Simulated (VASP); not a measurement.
SiO2 in VASP 6.6.1, single-point calculation

INCAR

```
IBRION = -1
LASPH = .TRUE.
LCHARG = .FALSE.
ISIF = 2
LWAVE = .FALSE.
ENCUT = 520
NELM = 88
NSW = 0
NBANDS = 25
GGA = CA
PREC = Accurate
EDIFF = 1E-7
SIGMA = 0.01
LREAL = .FALSE.
ISMEAR = 0
NELECT = 29
```

KPOINTS

```
KPOINTS created by Atomic Simulation Environment
0
Gamma
6 6 10
0 0 0
```

POSCAR

```
Si O
 1.0000000000000000
     4.1851888035665503    0.0000000000000000   -0.0000000000000000
    -0.0000000000000000    4.1851888035665503   -0.0000000000000000
    -0.0000000000000000   -0.0000000000000000    2.6688398892931899
 Si  O
   2   4
Cartesian
  0.0000000000000000  0.0000000000000000  0.0000000000000000
  2.0925944017832747  2.0925944017832747  1.3344199446465950
  1.2810905169717908  1.2810905169717908 -0.0000000000000000
  0.8115038848114841  3.3736849187550662  1.3344199446465950
  3.3736849187550662  0.8115038848114841  1.3344199446465950
  2.9040982865947589  2.9040982865947589 -0.0000000000000000
```

The recommended LDA PAW datasets give the neutral cell 32 valence electrons.

Command

```
mpirun -np 1 vasp_std
```

OSZICAR

```
N       E                     dE             d eps       ncg     rms          rms(c)
DAV:   1     0.773778344243E+02    0.77378E+02   -0.15579E+04  3024   0.108E+03
DAV:   2    -0.639049241656E+02   -0.14128E+03   -0.13675E+03  3825   0.249E+02
DAV:   3    -0.698274261073E+02   -0.59225E+01   -0.58443E+01  3987   0.456E+01
DAV:   4    -0.698671035590E+02   -0.39677E-01   -0.39656E-01  3530   0.441E+00
DAV:   5    -0.698674021618E+02   -0.29860E-03   -0.29856E-03  4052   0.368E-01    0.143E+01
DAV:   6    -0.704545135583E+02   -0.58711E+00   -0.52838E-01  3780   0.449E+00    0.727E+00
DAV:   7    -0.703185787102E+02    0.13593E+00   -0.59732E-01  3869   0.475E+00    0.166E+00
DAV:   8    -0.703040699366E+02    0.14509E-01   -0.29266E-01  3756   0.351E+00    0.841E-01
DAV:   9    -0.702878729370E+02    0.16197E-01   -0.29836E-02  3819   0.116E+00    0.249E-01
DAV:  10    -0.702871102766E+02    0.76266E-03   -0.57667E-03  3769   0.460E-01    0.199E-01
DAV:  11    -0.702871026869E+02    0.75898E-05   -0.14867E-04  3756   0.831E-02    0.734E-02
DAV:  12    -0.702871061027E+02   -0.34158E-05   -0.16152E-05  3899   0.269E-02    0.425E-02
DAV:  13    -0.702871017518E+02    0.43509E-05   -0.76136E-06  3796   0.188E-02    0.370E-03
DAV:  14    -0.702871016258E+02    0.12598E-06   -0.60679E-07  3776   0.497E-03    0.540E-03
DAV:  15    -0.702871015765E+02    0.49299E-07   -0.12632E-07  2410   0.242E-03
   1 F= -.70287102E+02 E0= -.70287075E+02  d E =-.523968E-04
```

It converged. Results: pressure -132.5 GPa; largest force 1.29 eV/Å.

Question: What is wrong with this input?

Answer: Wrong number of electrons. On sound settings LDA gives a gap of 5.54 eV on its mesh and a pressure of -4.1 GPa for the intended cell.
